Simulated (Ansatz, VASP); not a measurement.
**One calculation of AlRu, two programs**

```
CELL_PARAMETERS angstrom
3.03259 0.00000 0.00000
0.00000 3.03259 0.00000
0.00000 0.00000 2.91128
ATOMIC_POSITIONS crystal
Al 0.00000 0.00000 0.00000
Ru 0.50000 0.50000 0.50000
```

Alike in both runs: task single point; functional PBEsol; k mesh 18 × 18 × 18; occupations gaussian, width 0.15 eV; no spin polarisation.

```csv
,VASP,Ansatz
version,VASP 6.6.1,Ansatz 0.2.0
potentials or method,"VASP PAW PBE potentials, release 64 (Al, Ru_pv)","scalar-relativistic, plane waves, PAW"
plane-wave cutoff (eV),520,420
valence electrons in the cell,17,19
```

|  | VASP | Ansatz | Ansatz less VASP |
| --- | --- | --- | --- |
| gap on the k mesh at the Fermi level (eV) | none | none | - |
| pressure (GPa) | -3.0 | -3.1 | -0.05 |
| largest component of the traceless stress (GPa) | 4.94 | 4.91 | -0.030 |

A gap of «none» marks a metal or a gap that the smearing closes. The two sets of potentials don't hold the same shells in valence.

Caveats: the PAW data sets were made with another functional, which shifts forces and pressure a little (VASP).
